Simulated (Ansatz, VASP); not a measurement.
This is a calculation of MoS2 for VASP 6.6.1.

Contents of INCAR:

```
ALGO     = Normal         # electronic algorithm
EDIFF    = 1E-6           # SCF threshold, eV
ENCUT    = 520            # plane-wave cutoff, eV
GGA      = PS             # functional
ISIF     = 2              # what is computed and relaxed
ISMEAR   = -1             # smearing method
LASPH    = True           # aspherical terms in the spheres
LCHARG   = False          # write CHGCAR
LREAL    = False          # projectors in reciprocal space
LWAVE    = False          # write WAVECAR
NBANDS   = 20             # bands
NELM     = 60             # most SCF steps
PREC     = Accurate       # precision mode
SIGMA    = 0.03           # smearing width, eV
```

Contents of KPOINTS:

```
k-points
0
Gamma
  6 6 6
```

File POSCAR:

```
MoS2
1.0
    1.5855000000      0.9153888518      6.1149966667
   -1.5855000000      0.9153888518      6.1149966667
    0.0000000000     -1.8307777036      6.1149966667
Mo S
1 2
Direct
    0.0000000000      0.0000000000      0.0000000000
    0.2500000000      0.2500000000      0.2500000000
    0.7500000000      0.7500000000      0.7500000000
```

Potentials or basis: VASP PAW PBE potentials, release 64 (Mo_sv, S).

Command:

```bash
$ cat potpaw_PBE.64/Mo_sv/POTCAR potpaw_PBE.64/S/POTCAR > POTCAR
$ mpirun -np 1 vasp_std > vasp.out
```

**Question.** Translate it to Ansatz 0.2.0. Potentials there: all-electron LAPW, scalar-relativistic.

**Answer.** As run (the cutoff follows the program's own potentials):

The input input.yaml:

```yaml
crystal:
  lattice:
    - [1.5855, 0.9153888518, 6.1149966667]
    - [-1.5855, 0.9153888518, 6.1149966667]
    - [0.0, -1.8307777036, 6.1149966667]
  atoms:
    - { symbol: Mo, position: [0.0, 0.0, 0.0] }
    - { symbol: S, position: [0.25, 0.25, 0.25] }
    - { symbol: S, position: [0.75, 0.75, 0.75] }
kpoints:
  mp_grid: { grid: [6, 6, 6] }
scf:
  occupations: { method: fermi_dirac, width: 0.03 }
hamiltonian:
  xc: pbesol
  pseudopotentials: { kind: all_electron, lapw: { basis_error: 0.002 } }
output:
  forces: true
  stress: true
  eigenvalues: true
```

Potentials or basis: all-electron LAPW, scalar-relativistic.

Launch:

```bash
$ ansatz run input.yaml --threads 2 --pin off --max-ram 8192MiB --backend cpu --events-out ev --progress --plain --runs-dir out
```

Both were run:

|  | VASP | Ansatz | Ansatz less VASP |
| --- | --- | --- | --- |
| gap on the k mesh at the Fermi level (eV) | none | none | - |
| pressure (GPa) | 2.9 | 2.9 | +0.02 |
| largest component of the traceless stress (GPa) | 2.94 | 2.91 | -0.029 |
| rms of the force components (eV/Å) | 0.331 | 0.330 | -0.0017 |

Atom by atom the forces differ by 0.002 eV/Å (rms over components). A gap of «none» marks a metal or a gap that the smearing closes. Ansatz ran all-electron here, so the differences hold the error of VASP's frozen core and of both bases.

Caveats: the k mesh is coarse (spacing up to 0.39 Å⁻¹), so the values aren't converged; the cell's inner coordinates are idealised or old, which leaves forces on the atoms; the PAW data sets were made with another functional, which shifts forces and pressure a little (VASP); the k mesh is thin for a metal, which can move the energy by tens of meV per atom (Ansatz).
